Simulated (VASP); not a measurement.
# PbI2 (P-3m1) in VASP: settings compared

Aim: see how the results for PbI2 move with the level of theory and the settings. Levels: LDA, PBE. Tasks: phonons, dielectric tensor.

All numbers are computed with VASP 6.6.1; they aren't measurements. Logs are shortened: lines on timing, memory, paths and dates and some standing lists are left out, and cuts for length are marked.

### Step 1. The crystal as given

The structure is trigonal, space group P-3m1 (No. 164). The conventional cell has a = 4.473 Å, b = 4.473 Å, c = 6.790 Å, α = 90.00°, β = 90.00°, γ = 120.00°. Around Pb (site symmetry -3m) lie 6 I at 3.19 Å. I (site symmetry 3m) has 3 Pb at 3.19 Å as nearest neighbours.

### Step 2. Phonons, LDA

Input file POSCAR:

```
PbI2
1.0
    4.4725279720      0.0000000000      0.0000000000
   -2.2362639860      3.8733228429      0.0000000000
    0.0000000000      0.0000000000      6.7901175183
  Pb              I
     1     2
Direct
     0.0000000000000000    0.0000000000000000    0.0000000000000000
     0.3333333332999970    0.6666666667000030    0.2745970736184518
     0.6666666667000030    0.3333333332999970    0.7254029263815482
```

Input file INCAR.step1:

```
SYSTEM = PbI2
ALGO     = Normal         ! electronic algorithm
EDIFF    = 1E-8           ! SCF threshold, eV
EDIFFG   = -0.002         ! ionic threshold
ENCUT    = 600            ! plane-wave cutoff, eV
IBRION   = 2              ! ionic algorithm
ISIF     = 3              ! what is computed and relaxed
ISMEAR   = 0              ! smearing method
KPAR     = 2            
LASPH    = .True.         ! aspherical terms in the spheres
LCHARG   = .False.        ! write CHGCAR
LREAL    = .False.        ! projectors in reciprocal space
LWAVE    = .False.        ! write WAVECAR
NELM     = 80             ! most SCF steps
NSW      = 40             ! ionic steps
PREC     = Accurate       ! precision mode
SIGMA    = 0.03           ! smearing width, eV
```

Input file INCAR.step2:

```
SYSTEM = PbI2
ALGO     = Normal         ! electronic algorithm
EDIFF    = 1E-8           ! SCF threshold, eV
ENCUT    = 600            ! plane-wave cutoff, eV
IBRION   = 6              ! ionic algorithm
ISIF     = 2              ! what is computed and relaxed
ISMEAR   = 0              ! smearing method
KPAR     = 2            
LASPH    = .True.         ! aspherical terms in the spheres
LCHARG   = .False.        ! write CHGCAR
LREAL    = .False.        ! projectors in reciprocal space
LWAVE    = .False.        ! write WAVECAR
NELM     = 80             ! most SCF steps
NFREE    = 2            
NSW      = 1              ! ionic steps
POTIM    = 0.015          ! step
PREC     = Accurate       ! precision mode
SIGMA    = 0.03           ! smearing width, eV
```

Input file KPOINTS:

```
k-points
0
Gamma
  9 9 4
  0 0 0
```

Potentials or basis: VASP PAW LDA potentials, release 64 (Pb_d, I).

Run with:

```
cat potpaw_LDA.64/Pb_d/POTCAR potpaw_LDA.64/I/POTCAR > POTCAR
cp INCAR.step1 INCAR
mpirun -np 2 vasp_std > vasp.out
cp CONTCAR POSCAR
cp INCAR.step2 INCAR
mpirun -np 2 vasp_std > vasp.out
```

OUTCAR:

```text
SYSTEM = PbI2
   EDIFF = 1E-8
   ENCUT = 600
   IBRION = 6
   ISIF = 2
   ISMEAR = 0
   LASPH = .True.
   LREAL = .False.
   NELM = 80
   NFREE = 2
   NSW = 1
   POTIM = 0.015
   PREC = Accurate

 ion  position               nearest neighbor table
   1  0.000  0.000  0.000-   2 3.19   3 3.19   3 3.19   2 3.19   3 3.19   2 3.19
   2  0.333  0.667  0.275-   1 3.19   1 3.19   1 3.19
   3  0.667  0.333  0.725-   1 3.19   1 3.19   1 3.19

  LATTYP: Found a hexagonal cell.
 ALAT       =     4.4725279720
 C/A-ratio  =     1.5181833542

  Lattice vectors:

 A1 = (   4.4725279720,   0.0000000000,   0.0000000000)
 A2 = (  -2.2362639860,   3.8733228429,   0.0000000000)
 A3 = (   0.0000000000,   0.0000000000,   6.7901175183)

Analysis of symmetry for initial positions (statically):
=====================================================================
 Subroutine PRICEL returns:
 Original cell was already a primitive cell.

 Routine SETGRP: Setting up the symmetry group for a
 hexagonal supercell.

 Subroutine GETGRP returns: Found 12 space group operations
 (whereof 12 operations were pure point group operations)
 out of a pool of 24 trial point group operations.

The static configuration has the point symmetry D_3d.

Analysis of symmetry for dynamics (positions and initial velocities):
=====================================================================
 Subroutine PRICEL returns:
 Original cell was already a primitive cell.

 Routine SETGRP: Setting up the symmetry group for a
 hexagonal supercell.

 Subroutine GETGRP returns: Found 12 space group operations
 (whereof 12 operations were pure point group operations)
 out of a pool of 24 trial point group operations.

The dynamic configuration has the point symmetry D_3d.

 Subroutine INISYM returns: Found 12 space group operations
 (whereof 12 operations are pure point group operations),
 and found     1 'primitive' translations

----------------------------------------------------------------------------------------

                                     Primitive cell

  volume of cell :     117.6289

  direct lattice vectors                    reciprocal lattice vectors
     4.472527972  0.000000000  0.000000000     0.223587199  0.129088129  0.000000000
    -2.236263986  3.873322843  0.000000000     0.000000000  0.258176259  0.000000000
     0.000000000  0.000000000  6.790117518     0.000000000  0.000000000  0.147272856

  length of vectors
     4.472527972  4.472527972  6.790117518     0.258176259  0.258176259  0.147272856

  position of ions in fractional coordinates (direct lattice)
     0.000000000  0.000000000  0.000000000
     0.333333333  0.666666667  0.274597074
     0.666666667  0.333333333  0.725402926

  ion indices of the primitive-cell ions
   primitive index   ion index
                 1           1
                 2           2
                 3           3

----------------------------------------------------------------------------------------

 KPOINTS: k-points

Automatic generation of k-mesh.
 Grid dimensions read from file:
 generate k-points for:    9    9    4

[... 58 lines left out ...]
   LNONCOLLINEAR =      F non collinear calculations
   LSORBIT =      F    spin-orbit coupling
   LASPH  =      T    aspherical Exc in radial PAW
   ENCUT  =  600.0 eV  44.10 Ry    6.64 a.u.   8.93  8.93 13.56*2*pi/ulx,y,z
   NELM   =     80;   NELMIN=  2; NELMDL=  0     # of ELM steps
   EDIFF  = 0.1E-07   stopping-criterion for ELM
   LREAL  =      F    real-space projection
   EDIFFG = 0.1E-06   stopping-criterion for IOM
   NSW    =     73    number of steps for IOM
   IBRION =      6    ionic relax: 0-MD 1-quasi-New 2-CG
   NFREE  =      2    steps in history (QN), initial steepest desc. (CG)
   ISIF   =      2    stress and relaxation
   ISYM   =      2    0-nonsym 1-usesym 2-fastsym
   POTIM  = 0.0150    time-step for ionic-motion
   TEBEG  =    0.0;   TEEND  =   0.0 temperature during run
   PSTRESS=    0.0 pullay stress
   NELECT =      28.0000    total number of electrons
   NUPDOWN=      -1.0000    fix difference up-down
   EMIN   =  10.00;   EMAX   =-10.00  energy-range for DOS
   EFERMI =   0.00;   METHOD = LEGACY
   ISMEAR =     0;   SIGMA  =   0.03  broadening in eV -4-tet -1-fermi 0-gaus
   EFERMI_NEDOS =   21; number of points for ismear=-14 and -15
   IALGO  =     38    algorithm
   IMIX   =      4    mixing-type and parameters
     AMIX     =   0.40;   BMIX     =  1.00
     AMIX_MAG =   1.60;   BMIX_MAG =  1.00
  volume/ion in A,a.u.               =      39.21       264.60
  Fermi-wavevector in a.u.,A,eV,Ry     =   1.014587  1.917292 14.005670  1.029388
  Thomas-Fermi vector in A             =   2.147824
   LORBIT       =      0    0 simple, 1 ext, 2 COOP (PROOUT), +10 PAW based schemes
   GGA     = CA    functional components
   LHFCALC =     F    Hartree Fock is set to
   AEXX    =    0.0000 exact exchange contribution
   IVDW    =     0    specifies the selected vdW correction
   LEPSILON=     F    determine dielectric tensor
   LRPA    =     F    only Hartree local field effects (RPA)
 finite differences with symmetry
 non-spin polarized calculation
 Gauss-broadening in eV      SIGMA  =   0.03
  energy-cutoff  :      600.00
  volume of cell :      117.63
 maximum number of plane-waves:      3954
   NGX = 17   NGY = 17   NGZ = 27

--------------------------------------- Ionic step        1  -------------------------------------------

 number of electron      28.0000003 magnetization

 Free energy of the ion-electron system (eV)
  ---------------------------------------------------
  ext. energy  EPLUGINS =         0.00000000
  ---------------------------------------------------
  free energy    TOTEN  =       -10.04966055 eV

  energy without entropy =      -10.04966055  energy(sigma->0) =      -10.04966055

------------------------ aborting loop because EDIFF is reached ----------------------------------------

  FORCE on cell =-STRESS in cart. coord.  units (eV):
  Direction    XX          YY          ZZ          XY          YZ          ZX
  --------------------------------------------------------------------------------------
  -------------------------------------------------------------------------------------
  Total       -0.0014772     -0.0014772     -0.0047223      0.0000000      0.0000000      0.0000000
  in kB       -0.0201201     -0.0201201     -0.0643212      0.0000000      0.0000000      0.0000000
  external PRESSURE =      -0.0348538 kB  Pullay stress =       0.0000000 kB
[... 283 lines left out ...]
--------------------------------------- Ionic step        9  -------------------------------------------

 number of electron      28.0000003 magnetization

 Free energy of the ion-electron system (eV)
  ---------------------------------------------------
  ext. energy  EPLUGINS =         0.00000000
  ---------------------------------------------------
  free energy    TOTEN  =       -10.04924221 eV

  energy without entropy =      -10.04924221  energy(sigma->0) =      -10.04924221

 E-fermi :   3.4287     XC(G=0):  -8.7958

 val. band max:        3.2828955776   @ k =   0.0000   0.0000   0.5000
 cond. band min:       5.1866490040   @ k =   0.0000   0.0000   0.5000
 fundamental gap:      1.9037534264
 Fermi energy:         3.4286755909

 k-point     1 :       0.0000    0.0000    0.0000
  band No.  band energies     occupation
      1     -12.9600      2.00000
      2     -12.9600      2.00000
      3     -12.9338      2.00000
      4     -12.9262      2.00000
      5     -12.9262      2.00000
      6      -9.3987      2.00000
[... 481 lines left out ...]
      5     -12.9173      2.00000
      6      -8.9261      2.00000
[... 10 lines left out ...]
     17       7.3948      0.00000
     18       9.2066      0.00000

 [... further k-points ...]

------------------------ aborting loop because EDIFF is reached ----------------------------------------

  FORCE on cell =-STRESS in cart. coord.  units (eV):
  Direction    XX          YY          ZZ          XY          YZ          ZX
  --------------------------------------------------------------------------------------
  -------------------------------------------------------------------------------------
  Total        0.0679608      0.0679608      0.0838250      0.0000000      0.0000000      0.0000000
  in kB        0.9256673      0.9256673      1.1417470      0.0000000      0.0000000      0.0000000
  external PRESSURE =       0.9976938 kB  Pullay stress =       0.0000000 kB
[... 18 lines left out ...]
  FREE ENERGIE OF THE ION-ELECTRON SYSTEM (eV)
  ---------------------------------------------------
  free  energy   TOTEN  =       -10.0492422145 eV

  energy  without entropy=      -10.0492422145  energy(sigma->0) =      -10.04924221

 INTERNAL STRAIN TENSORS FROM DISPLACED ATOMS
 ============================================

 INTERNAL STRAIN TENSOR FOR ION    1 for displacements in x,y,z  (eV/Angst):
          X           Y           Z          XY          YZ          ZX
  --------------------------------------------------------------------------------
  x     0.00000     0.00000     0.00000     0.00000     0.00000     0.00000
  y     0.00000     0.00000     0.00000     0.00000     0.00000     0.00000
  z     0.00000     0.00000     0.00000     0.00000     0.00000     0.00000

 INTERNAL STRAIN TENSOR FOR ION    3 for displacements in x,y,z  (eV/Angst):
          X           Y           Z          XY          YZ          ZX
  --------------------------------------------------------------------------------
  x     0.00000     0.00000     0.00000    -2.77484     0.00000     4.78574
  y    -2.77484     2.77484     0.00000     0.00000     4.78574     0.00000
  z     4.52445     4.52445     5.86697     0.00000     0.00000     0.00000

 Eigenvectors and eigenvalues of the dynamical matrix
 ----------------------------------------------------

   1 f  =    3.476527 THz    21.843661 2PiTHz  115.964445 cm-1    14.377752 meV
             X         Y         Z           dx          dy          dz
      0.000000  0.000000  0.000000     0.000000   -0.000000   -0.742694
     -0.000000  2.582215  1.864546     0.000000   -0.000000    0.473500
      2.236264  1.291108  4.925571    -0.000000    0.000000    0.473500
[... 43 lines left out ...]
   9 f/i=    0.005555 THz     0.034905 2PiTHz    0.185307 cm-1     0.022975 meV
             X         Y         Z           dx          dy          dz
      0.000000  0.000000  0.000000    -0.662059   -0.091376   -0.000000
     -0.000000  2.582215  1.864546    -0.521049   -0.071914   -0.000000
      2.236264  1.291108  4.925571    -0.521049   -0.071914   -0.000000

 ELASTIC MODULI CONTR FROM IONIC RELAXATION (kBar)
 Direction    XX          YY          ZZ          XY          YZ          ZX
 --------------------------------------------------------------------------------
 XX        -195.8980    -58.6872   -165.0635      0.0000    118.3231     -0.0000
 YY         -58.6872   -195.8980   -165.0635     -0.0000   -118.3231      0.0000
 ZZ        -165.0635   -165.0635   -214.0421      0.0000      0.0000     -0.0000
 XY           0.0000     -0.0000      0.0000    -68.6054     -0.0000    118.3231
 YZ         118.3231   -118.3231      0.0000     -0.0000   -204.0708      0.0000
 ZX          -0.0000      0.0000     -0.0000    118.3231      0.0000   -204.0707
 --------------------------------------------------------------------------------
```

It took 6.1 min on 2 MPI ranks of AMD EPYC 9R45 (Zen 5), shared host; peak memory 0.71 GiB.

What came out:

```yaml
Highest_phonon_frequency_at_Γ_LO-TO_splitting_left_out: 116 cm⁻¹
```

Phonon frequencies in cm⁻¹ (negative: imaginary):
```
              q point               frequencies
(0.000, 0.000, 0.000)  0 0 0 66 66 81 81 97 116
```

Spin-orbit coupling is left out, which matters for the levels of I, Pb.

(Part 1 of 3 ends here.)
